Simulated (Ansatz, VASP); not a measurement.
# One calculation of Mo, two programs

```
CELL_PARAMETERS angstrom
2.80392 0.00000 0.00000
-1.40196 2.42827 0.00000
0.00000 0.00000 4.57880
ATOMIC_POSITIONS crystal
Mo 0.33333 0.66667 0.25000
Mo 0.66667 0.33333 0.75000
```

The cell was built by a generator and needn't be a form met in nature.

Alike in both runs: task relaxation of cell and atoms; functional LDA; k mesh 13 × 13 × 7; occupations fermi-dirac, width 0.1 eV; no spin polarisation.

```csv
,VASP,Ansatz
version,VASP 6.6.1,Ansatz 0.2.0
potentials or method,"VASP PAW LDA potentials, release 64 (Mo_sv)","plane waves (420 eV) with PAW, scalar-relativistic"
plane-wave cutoff (eV),600,420
valence electrons in the cell,28,28
```

Ansatz gave:

```
relaxed volume (Å³/atom)                                     : 15.32
relaxed cell length with the largest relative difference (Å) : 2.719
energy change over the relaxation (meV/atom)                 : -25
```

Question: What did VASP give for the same quantities?

Answer: Relaxed volume (Å³/atom): 15.38; relaxed cell length with the largest relative difference (Å): 2.723; energy change over the relaxation (meV/atom): -22.

Ansatz warned: «pseudo_functional_mismatch».
